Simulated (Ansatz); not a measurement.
# Sr: the order of phases at one pressure

Which of fcc, bcc, hcp, hP4, dhcp, sc has the lowest enthalpy for Sr at one common pressure? Methods of the runs shown: PAW.

Program: Ansatz 0.2.0. Level of theory: DFT, PBE, PAW with Ansatz's default frozen-core files, scalar-relativistic. These are calculated values, not measurements.

### 1 Starting point

The structure is cubic, space group Fm-3m (No. 225). Conventional cell: a = 6.038 Å, b = 6.038 Å, c = 6.038 Å, α = 90.00°, β = 90.00°, γ = 90.00°. Sr (site symmetry m-3m) has 12 Sr at 4.27 Å as nearest neighbours.

Structure file:

```cif
data_structure
_symmetry_space_group_name_H-M 'Fm-3m'
_symmetry_Int_Tables_number 225
_cell_length_a 6.0383
_cell_length_b 6.0383
_cell_length_c 6.0383
_cell_angle_alpha 90.000
_cell_angle_beta 90.000
_cell_angle_gamma 90.000
_cell_volume 220.16
loop_
_atom_site_label
_atom_site_type_symbol
_atom_site_symmetry_multiplicity
_atom_site_Wyckoff_symbol
_atom_site_fract_x
_atom_site_fract_y
_atom_site_fract_z
_atom_site_occupancy
Sr1 Sr 4 a 0.00000 0.00000 0.00000 1
```

The file gives the conventional cell by its symmetry; the runs use the cell typed in the input.

### 2 Cell relaxed at zero pressure, PAW

File input.yaml:

```yaml
crystal:
  lattice:
    - [0.0, 3.0191369257, 3.0191369257]
    - [3.0191369257, 0.0, 3.0191369257]
    - [3.0191369257, 3.0191369257, 0.0]
  atoms:
    - { symbol: Sr, position: [0.0, 0.0, 0.0] }
kpoints:
  mp_grid: { grid: [11, 11, 11] }
scf:
  occupations: { method: fermi_dirac, width: 0.08 }
hamiltonian:
  xc: pbe
  pseudopotentials: { kind: paw }
output:
  forces: true
  stress: true
relax:
  f_tol: 0.005
  max_steps: 40
  cell: {}
```

The run is started by

```sh
$ ansatz run input.yaml --threads 2 --pin off --max-ram 5120MiB --backend cpu --events-out ev --progress --plain --runs-dir out
```

The runs that follow: Volume scaled by 0.487, to set the pressure, PAW; Fcc relaxed under pressure, PAW; Bcc relaxed under pressure, PAW; Hcp relaxed under pressure, PAW; HP4 relaxed under pressure, PAW; Dhcp relaxed under pressure, PAW; Sc relaxed under pressure, PAW.

Q: Predict the outcome of this session. Wanted: pressure; lowest.

The runs gave:

```
    quantity                         value
    pressure                        24 GPa
lowest (PAW)  bcc, 10.5 meV/atom under hcp
```

What this shows: By PAW the order is bcc < hcp < dhcp < hP4 < fcc < sc. Only these structures were tried, with electrons smeared by 0.08 eV and without vibrations, so the true ground state may be another. The k meshes differ between phases and weren't tested, which can move differences by some meV.
